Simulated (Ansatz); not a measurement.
System: MgO (rock salt type), 2 atoms in the cell.

```
Mg O
1.0
     0.00000    2.12500    2.12500
     2.12500    0.00000    2.12500
     2.12500    2.12500    0.00000
Mg O
1 1
Direct
  0.00000 0.00000 0.00000
  0.50000 0.50000 0.50000
```

All numbers below come from HSE06, plane waves, PAW datasets (generated soft set 1) in Ansatz.

Cutoff 420 eV; exchange singularity: regularized; k-mesh 2×2×2 Γ-centred; Fermi–Dirac smearing of 0.02 eV; no spin polarisation.

Q: How large is the gap on this mesh, is it direct, and where do the band edges lie (fractions of the reciprocal vectors of this cell)?

A: 6.29 eV, direct at (0.000, 0.000, 0.000).

Q: List the levels near the gap at (0.000, 0.000, 0.000), (0.000, 0.000, -0.500), (0.000, -0.500, -0.500), in eV from the top of the valence band (v1 is the highest filled band, c1 the lowest empty one).

A: 
| k | v4 | v3 | v2 | v1 | c1 | c2 | c3 |
| --- | --- | --- | --- | --- | --- | --- | --- |
| (0.000, 0.000, 0.000) | -18.55 | 0.00 | 0.00 | 0.00 | 6.29 | 17.40 | 17.40 |
| (0.000, 0.000, -0.500) | -17.20 | -4.79 | -0.68 | -0.68 | 9.47 | 14.57 | 17.88 |
| (0.000, -0.500, -0.500) | -16.97 | -4.23 | -1.43 | -1.43 | 10.71 | 11.46 | 15.07 |

The k-mesh is coarse, so these values belong to this mesh and can lie far from the converged ones.
